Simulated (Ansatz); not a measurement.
Runs of Ansatz 0.2.0 on FePt (Tetraferroplatinum). It takes space group P4/mmm (No. 123, tetragonal). The conventional cell has a = 2.724 Å, b = 2.724 Å, c = 3.720 Å, α = 90.00°, β = 90.00°, γ = 90.00°. Pt (site symmetry 4/mmm) has 8 Fe at 2.68 Å and 4 Pt at 2.72 Å as nearest neighbours. Fe (site symmetry 4/mmm) is surrounded by 8 Pt at 2.68 Å and 4 Fe at 2.72 Å. 

| task | level | cell | k mesh | cutoff (eV) | smearing | points for each segment of the path | mesh quality | gap on the mesh (eV) | pressure (GPa) | moment (μB) | relaxed volume (Å³/atom) |
| --- | --- | --- | --- | --- | --- | --- | --- | --- | --- | --- | --- |
| relaxation of cell and atoms | PBE+D4 | relaxed | 10 × 10 × 7 | 420 | fermi-dirac 0.05 eV | - | not flagged | - | 0.0 | 3.26 | 13.65 |
| band structure | PBEsol | as given | 10 × 10 × 7 | 420 | fermi-dirac 0.05 eV | 14 | not flagged | none | -6.0 | 3.28 | - |
| band structure | r2SCAN | as given | 10 × 10 × 7 | 500 | fermi-dirac 0.05 eV | 14 | not flagged | none | (a) | 3.60 | - |
| single point | PBE | as given | 10 × 10 × 7 | 420 | gaussian 0.027 eV | - | not flagged | none | 3.3 | 3.27 | - |
| relaxation of cell and atoms | RPBE | relaxed | 10 × 10 × 7 | 420 | fermi-dirac 0.05 eV | - | not flagged | none | 0.0 | 3.39 | (c) |
| relaxation of cell and atoms | PBE | relaxed | 10 × 10 × 7 | 420 | fermi-dirac 0.05 eV | - | not flagged | none | 0.0 | 3.31 | 14.02 |
| relaxation of cell and atoms | HSE06 | relaxed | 5 × 5 × 4 | 420 | fermi-dirac 0.05 eV | - | coarse | none | - | (b) | 14.19 |

Alike in all rows: potentials or basis Ansatz PAW; spin collinear, ferromagnetic start.

Q: Fill in the values left out.

A: (a) 2.3; (b) 3.90; (c) 14.38.

Caveats: some runs use coarse meshes; the plane-wave basis is chosen anew once the cell has moved, so the energies of steps on either side of that aren't comparable (some runs); the PAW data sets come from PBE, with cores solved anew for the run's functional, which leaves a small shift of forces and pressure (some runs); the magnetic or orbital state may not be the lowest (some runs); the potentials were made for another functional, which shifts forces and pressure (some runs).

A k mesh can miss the band edges, and the runs leave out spin-orbit coupling on Pt.

A gap of «none» marks a metal or a gap under the smearing width.

Not every run made on this cell is shown here.
